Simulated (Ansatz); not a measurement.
# LiF: elastic constants from stress and strain

```
CELL_PARAMETERS angstrom
0.00000 2.01400 2.01400
2.01400 0.00000 2.01400
2.01400 2.01400 0.00000
ATOMIC_POSITIONS crystal
Li 0.00000 0.00000 0.00000
F 0.50000 0.50000 0.50000
```

Atom numbers follow the list: Li1, F2.

Conventional cell: a = 4.028 Å, b = 4.028 Å, c = 4.028 Å, α = 90.00°, β = 90.00°, γ = 90.00°. Around Li (atom 1) lie 6 F at 2.01 Å. F (atom 2) has 6 Li at 2.01 Å as nearest neighbours.

The geometry is COD entry 1010990, unchecked; take it as a test cell.

Theory: DFT, LDA, all-electron LAPW, scalar-relativistic in Ansatz 0.2.0.

The runs use a Γ-centred 10×10×10 k mesh, Fermi–Dirac smearing of 0.03 eV, basis error target 1 meV/atom, no spin polarisation.

The unstrained cell is at -6.39 GPa. Large strains and very small stresses are left out. Each strain is applied once, with fractional coordinates held (clamped ions), and σ below is the change of stress, positive in tension. One finite strain gives stress–strain coefficients at this pressure with an error of the order of the strain times third-order constants, a few per cent for each per cent of strain.

**Question.** Estimate the stiffness probed by this change, and the stress that it gives: equal xy, yz and zx engineering shear strains of -1 %.

**Answer.** σxy = -0.60 GPa and γxy = 2εxy = -0.0100, so C44 (clamped ions) = σxy/γxy = 60 GPa.

**Question.** With equal xy, yz and zx engineering shear strains of +1 %, the run gives σxy = 0.62 GPa and γxy = 2εxy = 0.0100. Which stiffness follows?

**Answer.** C44 (clamped ions) = σxy/γxy = 62 GPa.
